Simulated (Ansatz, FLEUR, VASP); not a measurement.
# SnSe: 3 runs at one level of theory

```
Sn Se
1.0
    11.42000    0.00000    0.00000
     0.00000    4.19000    0.00000
     0.00000    0.00000    4.46000
Sn Se
4 4
Cartesian
  10.0153 3.1425 4.0541
  7.1147 1.0475 1.8241
  4.3053 3.1425 2.6359
  1.4047 1.0475 0.4059
  7.3431 3.1425 4.3886
  9.7869 1.0475 2.1586
  1.6331 3.1425 2.3014
  4.0769 1.0475 0.0714
```

Alike in all runs: task band structure; functional LDA; k mesh 3 × 6 × 6; occupations fermi-dirac, width 0.05 eV; no spin polarisation; no spin-orbit coupling. LDA stands for any of its common fits. Pressure is positive in compression and, in plane waves, holds the error of the finite cutoff, which Ansatz's Pulay term estimates and takes out. Gaps are the smaller of the mesh's and the band path's.

| program and potentials | plane-wave cutoff (eV) | notes | band gap (eV) | pressure (GPa) | largest force (eV/Å) |
| --- | --- | --- | --- | --- | --- |
| Ansatz, Ansatz PAW | 420 | potentials made for PBE, which Ansatz adapts in part; 15 valence electrons an atom on average; Pulay term of +0.03 GPa included | 0.48 | -2.02 | 0.183 |
| FLEUR, all-electron, FLAPW | - | - | 0.48 | - | - |
| VASP, LDA PAW files Se, Sn_d, 520 eV | 520 | 10 valence electrons an atom on average | 0.47 | -1.93 | 0.196 |

Force on atom 1 (Sn), eV/Å:

```csv
program and potentials,x,y,z
"Ansatz, Ansatz PAW",0.132,0.000,-0.127
"VASP, LDA PAW files Se, Sn_d, 520 eV",0.160,0.000,-0.113
```

The band gap spans 0.47 (VASP, LDA PAW files Se, Sn_d, 520 eV) to 0.48 eV (FLEUR, all-electron, FLAPW), with all-electron results at 0.48. The pressure spans -2.02 (Ansatz, Ansatz PAW) to -1.93 GPa (VASP, LDA PAW files Se, Sn_d, 520 eV). Spin-orbit coupling, left out here, moves the band edges of heavy atoms. The paths' points differ, which is worth about 0.01 eV.

Differences between rows come from potentials, basis sets and numerical settings, since the functional is the same but for its coding. Runs on potential files found faulty are left out.
